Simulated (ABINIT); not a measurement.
The system is Sb.

```
Sb
1.0
     3.35453    0.00000    0.00000
    -1.67727    2.90511    0.00000
     0.00000    0.00000    5.47016
Sb
2
Direct
  0.66667 0.33333 0.75000
  0.33333 0.66667 0.25000
```

This isn't the form of Sb at room conditions, which is rhombohedral.

- Program: ABINIT 10.8.3 (patched build)
- Task: relaxation of cell and atoms
- Functional: RPBE
- Potentials or basis: JTH PAW PBE v2.0
- Cutoff: 517 eV
- k mesh: 9 × 9 × 5
- Occupations: fermi-dirac, width 0.05 eV
- Spin: no spin polarisation

At the start: pressure 2.8 GPa; volume 26.65 Å³/atom.

Problem. Where does the relaxation end?

Solution. Over 11 steps the energy falls by 11.8 meV/atom and the volume is 27.96 Å³/atom (+4.9 %); space group P6_3/mmc (No. 194, to 0.05 Å).

Step by step:
| step | energy change (eV) | largest force (eV/Å) | pressure (GPa) | volume (Å³) |
| --- | --- | --- | --- | --- |
| 1 | 0.0000 | 0.0000 | 2.78 | 53.31 |
| 2 | -0.0071 | 0.0000 | 2.23 | 53.76 |
| 3 | -0.0212 | 0.0000 | 0.08 | 55.75 |
| 4 | -0.0213 | 0.0000 | -0.01 | 55.84 |
| 5 | -0.0213 | 0.0000 | -0.06 | 55.89 |
| 6 | -0.0215 | 0.0000 | -0.19 | 56.02 |
| 7 | -0.0220 | 0.0000 | -0.38 | 56.21 |
| 8 | -0.0224 | 0.0000 | -0.35 | 56.19 |
| 9 | -0.0237 | 0.0000 | -0.02 | 55.95 |
| 10 | -0.0237 | 0.0000 | -0.03 | 55.94 |
| 11 | -0.0237 | 0.0000 | -0.01 | 55.93 |

Final structure:
```
Sb
1.0
     3.47709    0.00000    0.00000
    -1.73854    3.01124    0.00000
     0.00000    0.00000    5.34148
Sb
2
Direct
  0.66667 0.33333 0.75000
  0.33333 0.66667 0.25000
```

Caveat: the PAW data sets were made with another functional, which shifts forces and pressure a little.
